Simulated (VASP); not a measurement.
**F: single point with PBE+D3(BJ)**

The system is F.

```
F
1.0
     4.09100    0.00000    0.00000
     0.00000    4.09100    0.00000
     0.00000    0.00000    5.85200
F
2
Direct
  0.00000 0.00000 0.00000
  0.50000 0.50000 0.00000
```

| Property | Result |
| --- | --- |
| Program | VASP 6.6.1 |
| Task | single point |
| Functional | PBE |
| Dispersion | D3(BJ) |
| Potentials or basis | VASP PAW PBE potentials, release 64 (F) |
| Cutoff | 520 eV |
| k mesh | 4 × 4 × 3 |
| Occupations | methfessel-paxton, width 0.1 eV |
| Spin | no spin polarisation |
| Dipole correction | no |
| Further INCAR settings | ALGO = Normal; EDIFF = 1e-06; NBANDS = 14 |

```
Pressure                   : -2.3 GPa
Band gap on the k mesh     : none (metal or under the smearing width)
Dispersion energy per atom : -0.013 eV
```

Stress tensor (GPa, compression positive):
```
-3.30  0.00  0.00
 0.00 -3.30  0.00
 0.00  0.00 -0.17
```

Levels at points of the mesh, in eV from the Fermi level:
```tsv
k point	band 3	band 4	band 5	band 6	band 7	band 8	band 9	band 10
(0.00, 0.00, 0.00)	-0.73	-0.73	-0.31	0.04	0.07	0.07	9.66	13.79
(0.50, 0.00, 0.00)	-0.43	-0.43	-0.34	-0.34	-0.12	-0.12	12.02	12.02
(0.50, 0.50, 0.00)	-0.97	-0.97	-0.11	-0.11	0.16	0.16	14.16	14.16
```

It took 12 s on 1 thread of AMD EPYC 7R13 Processor (Zen 3), with other jobs on the host, peak memory 0.16 GiB.

Caveat: the k mesh is coarse (spacing up to 0.38 Å⁻¹), so the values aren't converged; pairwise dispersion overbinds metals, which lowers pressure and volume.
